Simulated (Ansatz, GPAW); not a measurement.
Si2Mo: programs and potentials compared

```xyz
3
Lattice="-1.6000 1.6000 3.9305 1.6000 -1.6000 3.9305 1.6000 1.6000 -3.9305" Properties=species:S:1:pos:R:3 pbc="T T T"
Mo    0.0000    0.0000    0.0000
Si    0.0000    0.0000    5.2433
Si    0.0000    0.0000    2.6177
```

Alike in all runs: task band structure; functional LDA; k mesh 12 × 12 × 12; occupations fermi-dirac, width 0.05 eV; no spin polarisation; no spin-orbit coupling. LDA stands for any of its common fits. Pressure is positive in compression and, in plane waves, holds the error of the finite cutoff, which Ansatz's Pulay term estimates and takes out.

| program and potentials | plane-wave cutoff (eV) | notes | pressure (GPa) | largest force (eV/Å) |
| --- | --- | --- | --- | --- |
| Ansatz, Ansatz PAW | 420 | potentials made for PBE, which Ansatz adapts in part; Pulay term of +0.04 GPa included | -6.13 | 0.376 |
| Ansatz, all-electron LAPW, scalar-relativistic | - | - | -6.05 | 0.375 |
| GPAW, the program's PAW data sets (release 1.2.1) made for this functional | 600 | - | -5.69 | 0.365 |

Force on atom 2 (Si), eV/Å:

| program and potentials | x | y | z |
| --- | --- | --- | --- |
| Ansatz, Ansatz PAW | 0.000 | 0.000 | -0.376 |
| Ansatz, all-electron LAPW, scalar-relativistic | 0.000 | 0.000 | -0.375 |
| GPAW, the program's PAW data sets (release 1.2.1) made for this functional | 0.000 | 0.000 | -0.365 |

The pressure spans -6.13 (Ansatz, Ansatz PAW) to -5.69 GPa (GPAW, the program's PAW data sets (release 1.2.1) made for this functional), with all-electron results at -6.05.

The functional is the same throughout but for its coding, so the spread measures potentials, basis and numerics; runs on potential files found faulty are left out.
